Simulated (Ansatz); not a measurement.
# TiSi2 (Cmmm) in Ansatz: single point with PBE

Aim: the single point of TiSi2 with PBE.

All numbers are computed with Ansatz 0.2.0; they aren't measurements. Logs are shortened: lines on timing, memory, paths and dates and some standing lists are left out, and cuts for length are marked.

## 1. The cell of the first run

It takes space group Cmmm (No. 65, orthorhombic). Conventional cell: a = 4.331 Å, b = 7.577 Å, c = 2.561 Å, α = 90.00°, β = 90.00°, γ = 90.00°. Around Ti (site symmetry mmm) lie 2 Ti at 2.56 Å and 12 Si at 2.81 to 2.83 Å. Si (site symmetry m2m) is surrounded by 5 Si at 2.51 to 2.56 Å and 6 Ti at 2.81 to 2.83 Å.

The cell was built by a generator and needn't be a form met in nature.

## 2. Single point, PBE (strained by -1 %)

The input, input.yaml:

```yaml
crystal:
  lattice:
    - [4.3308936, 0.0, 0.0]
    - [-2.1654468, 3.78855, 0.0]
    - [0.0, 0.0, 2.56101]
  atoms:
    - { symbol: Ti, position: [0.0, 0.0, 0.0] }
    - { symbol: Si, position: [0.33333, 0.66667, 0.5] }
    - { symbol: Si, position: [0.66667, 0.33333, 0.5] }
hamiltonian:
  xc: pbe
  pseudopotentials: { kind: paw }
kpoints:
  mp_grid: { grid: [7, 7, 10] }
scf:
  occupations: { method: fermi_dirac, width: 0.05 }
output:
  forces: true
  stress: true
  eigenvalues: true
```

Potentials or basis: Ansatz PAW.

Started as:

```sh
> ansatz run input.yaml --threads 2 --pin off --max-ram 5632MiB --backend cpu --events-out ev --progress --plain --runs-dir out
```

The program printed:

```text
Warning: the atoms were moved onto the symmetric positions of the space group found under crystal.symmetry.tolerance 1.0e-5 (fractional; no operation is sought that the atoms, as they stand in a round, miss by more than twice it, and no atom is moved by as much as it), and the run uses the moved positions. Before a round's move an operation carried an atom to 4.33e-5 Å from where it should land, the largest such distance. Atom 1 (counting from 0) moved farthest, by 2.17e-5 Å; the longest move in fractions of the cell, of whichever atom, is 0.49 of the tolerance, in 1 round. To run the atoms as typed, lower crystal.symmetry.tolerance until the operations that they miss are no longer found, or set crystal.symmetry.detect: false (a key that needs symmetry detection or time reversal refuses this as the deck is read). The positions used, in the order of the run's atom list: position: [0.0, 0.0, 0.0]; position: [0.333335, 0.66667, 0.5]; position: [0.6666650000000001, 0.33333, 0.5];
Warning: RAYON_NUM_THREADS=2 ignored (pool sized by the plan → 2); use --threads N
Engine: ansatz 0.2.0, x86_64-unknown-linux-gnu
Pseudopotentials: kind: paw
Pseudopotential: Ti, paw, valence charge 12, recommended cutoff 420 eV (normal), Ti.paw.azcp
Pseudopotential: Si, paw, valence charge 4, recommended cutoff 420 eV (normal), Si.paw.azcp
Functional definition: PBE
  parameter kappa = 0.804
  parameter beta = 0.06672455060314922
  exchange = pbe_x(kappa = kappa, mu = beta*pi^2/3)
  correlation = pbe_c(beta = beta)
Crystal: 3 atoms, lattice volume = 42.021 Å³
Basis set: ecut = 420 eV, 839 PW (Γ), exchange–correlation on 60×60×36 points (8 copies of the dense FFT grid, shifted against one another)
Bands: 14, of which v1, the nominal top of the filled ones, is band 10 counted from 1 (9 counted from 0)
Symmetry: 8 space group operations
Space group: Cmmm (ITA 65), of the structure as read, at distance tolerance 3.5e-5 Å
k-points: 96 of 490
Non-local potential: Ti, projectors of the file, l = 0: 3, l = 1: 2, l = 2: 3, l = 3: 1
Non-local potential: Si, projectors of the file, l = 0: 2, l = 1: 2, l = 2: 2
PAW form: soft (Blöchl's): semilocal exchange-correlation on the pseudo side does not see the compensation charge
PAW one-centre angular grid: Ti, 590 points (default); XC on 64 Gauss nodes
PAW one-centre angular grid: Si, 110 points (default); XC on 64 Gauss nodes
Initial density: superposition of atomic densities (neutral atoms: chi_scale 0, normalization atom), corrected by the library's trained network
Initial wavefunctions: pseudopotential atomic-orbital guess
Functional: x = pbe(κ = 0.804, μ = 0.2195149727645171), c = pbe(β = 0.06672455060314922)
SCF iter   1: F=—  HF=-3772.026894 eV  |F-HF|=—  |Δ(HF+E_count)|=         —  Δρ=6.18e-3  dr2=1.97e-2  ethr=1.77e-3  ⟨swp⟩=5.1  Hψ=7603  notcnv=0
preconditioner: auto → none  [metal: Δε(μ)=0.017 eV  Ē_g=6.650 eV  σ=0.050 eV  W_gap=0.08  n_scr=6 (ndim 8)  ℏωp=19.8 eV  f_vac=0.000  D(μ)=1.93/eV (n_scr^D=12)  sad-step TF]
SCF iter   2: F=—  HF=-3772.025610 eV  |F-HF|=—  |Δ(HF+E_count)|=   1.28e-3  Δρ=3.79e-3  dr2=8.66e-3  ethr=9.84e-5  ⟨swp⟩=1.1  Hψ=2117  notcnv=0
SCF iter   3: F=—  HF=-3772.024614 eV  |F-HF|=—  |Δ(HF+E_count)|=   9.96e-4  Δρ=3.84e-4  dr2=3.82e-5  ethr=4.33e-5  ⟨swp⟩=2.0  Hψ=1764  notcnv=0
SCF iter   4: F=—  HF=-3772.024582 eV  |F-HF|=—  |Δ(HF+E_count)|=   3.21e-5  Δρ=1.00e-4  dr2=3.57e-6  ethr=1.91e-7  ⟨swp⟩=2.0  Hψ=2244  notcnv=0
SCF iter   5: F=—  HF=-3772.024581 eV  |F-HF|=—  |Δ(HF+E_count)|=   1.04e-6  Δρ=1.88e-5  dr2=2.36e-7  ethr=1.78e-8  ⟨swp⟩=2.9  Hψ=2408  notcnv=0
SCF iter   6: F=-3772.024581 eV  HF=-3772.024581 eV  |F-HF|=1.51e-8  |Δ(HF+E_count)|=   2.72e-8  Δρ=4.42e-6  dr2=1.96e-8  ethr=5.00e-10  ⟨swp⟩=4.2  Hψ=4491  notcnv=0
SCF 1 converged in 6 iterations: F = -3772.024581 eV  dr2 = 1.96e-8
SCF converged after 6 iterations
Free energy (F): -3772.024581 eV
Harris-Foulkes:  -3772.024581 eV  (|F-HF|=1.51e-8)
Internal energy: -3772.008697 eV  (E = F + TS)
E sigma→0 (E₀):  -3772.016639 eV
Entropy (-TS):   -0.015884 eV (-5.295 meV/atom)
Fermi energy:    13.169433 eV
--- Per-component energies (eV) ---
  E_band       = -104.466156
  E_kinetic    = 360.968220
  E_local      = -1047.082748  (includes V_loc(G=0)·N_el)
  E_nonlocal   = 59.115737
  E_hartree    = 459.941169
  E_xc         = -211.477109
  E_vxc        = -220.460753  (∫ρ·V_xc dr)
  E_paw        = -2073.677898  (= ΣΔE_a)
  E_vpaw       = -176.888295  (= ΣTr[D̂ρ^β])
  E_aug_tail   = 0.000132  (compensation charges beyond the density's cutoff)
  E_ewald      = -1319.796200
  E_smearing   = -0.015884  (= −TS)
  E_closure    = 0.000000  (closes the sum)
  Σ components = -3772.024581   (vs F -3772.024581, Δ=0.00e0)
--- Forces (eV/Å), atoms counted from 1 ---
  atom   1  Ti     0.00000000     0.00000000     0.00000000
  atom   2  Si     0.00000000     0.04072163     0.00000000
  atom   3  Si     0.00000000    -0.04072163     0.00000000
  max |Σ_I F_I| component: 1.39e-17 eV/Å
--- Stress (GPa, compression-positive) ---
        2.119910       0.000000       0.000000
        0.000000       1.152509       0.000000
        0.000000       0.000000       0.219026
  P = ⅓ Tr σ = 1.1638 GPa (11.638 kbar)
--- Band table (eV; the first three rows and the last of 96) ---
  k-point 0: bands = ["-43.5219", "-19.8482", "-19.8460", "-19.2107", "-0.1086", "7.8715", "7.8961", "8.1280", "11.4948", "12.1528", "12.2451", "16.0298", "16.0333", "16.5625"]
  k-point 1: bands = ["-43.5062", "-19.8347", "-19.8325", "-19.3181", "0.1174", "8.0692", "8.0934", "8.3404", "11.7522", "12.0383", "12.1164", "16.1449", "16.1583", "16.5099"]
  k-point 2: bands = ["-43.4648", "-19.7993", "-19.7970", "-19.5938", "0.7870", "8.6585", "8.6814", "8.9712", "11.7172", "11.7655", "11.8551", "15.4155", "16.2662", "16.3018"]
  k-point 95: bands = ["-43.3544", "-20.2792", "-19.7106", "-19.7078", "5.3930", "7.3200", "7.8563", "9.2540", "9.7930", "13.0178", "13.6399", "14.4180", "15.3217", "15.5978"]
```

It took 2.8 s on 2 threads of Intel Xeon at 2.70GHz, shared host; peak memory 0.38 GiB.

Results:

* Free energy: -3772.0246 eV
* Pressure: 1.2 GPa
* Largest force: 0.041 eV/Å
* Band gap on the k mesh: none (metal or under the smearing width)

Forces in eV/Å, atoms in the order of the input:
```
Ti   0.000  0.000  0.000
Si   0.000  0.041  0.000
Si   0.000 -0.041  0.000
```

Stress tensor (GPa, compression positive):
```
2.12 0.00 0.00
0.00 1.15 0.00
0.00 0.00 0.22
```

Levels at points of the mesh, in eV from the Fermi level:
```tsv
k point	band 7	band 8	band 9	band 10	band 11	band 12	band 13	band 14
(0.00, 0.00, 0.00)	-5.27	-5.04	-1.67	-1.02	-0.92	2.86	2.86	3.39
(0.00, 0.00, -0.50)	-2.35	-2.34	-0.90	-0.90	-0.81	-0.34	-0.32	1.45
```
